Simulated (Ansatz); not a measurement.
# Straining Ni

Method: DFT PBE, scalar-relativistic, plane waves, PAW in Ansatz. Settings: 420 eV cutoff, 20×20×14 k-mesh, Gaussian smearing of 0.10 eV, collinear spin.

Reference structure (relaxed):

```
Ni
1.0
     1.75926    1.75926    0.00000
    -1.75926    1.75926    0.00000
     0.00000    0.00000    3.51852
Ni
2
Direct
  0.00000 0.00000 0.00000
  0.50000 0.50000 0.50000
```

Deformation: shear that moves c along a by the strain times its height over the a-b plane, the cell held and the atoms relaxed, all within the symmetry that the strain leaves. Energies are extrapolated to zero smearing. Stress is positive in compression, on the Cartesian axes of the cell above.

| strain (%) | ΔE (meV/atom) | a (Å) | b (Å) | c (Å) | σxx (GPa) | σyy (GPa) | σzz (GPa) | σyz (GPa) | σxz (GPa) | σxy (GPa) | moment (μB/cell) |
| --- | --- | --- | --- | --- | --- | --- | --- | --- | --- | --- | --- |
| +0.0 | 0.0 | 2.488 | 2.488 | 3.519 | 0.03 | 0.03 | -0.03 | 0.00 | 0.00 | 0.00 | 1.28 |
| +1.0 | 0.5 | 2.488 | 2.488 | 3.519 | 0.04 | 0.04 | 0.02 | -0.93 | -0.93 | -0.01 | 1.28 |
| +2.0 | 1.8 | 2.488 | 2.488 | 3.519 | 0.05 | 0.05 | 0.15 | -1.87 | -1.87 | -0.03 | 1.28 |
| +3.0 | 4.1 | 2.488 | 2.488 | 3.520 | 0.07 | 0.07 | 0.36 | -2.79 | -2.79 | -0.07 | 1.28 |
| +4.0 | 7.2 | 2.488 | 2.488 | 3.521 | 0.11 | 0.11 | 0.66 | -3.71 | -3.71 | -0.12 | 1.28 |

1 further run of this set didn't finish or converge.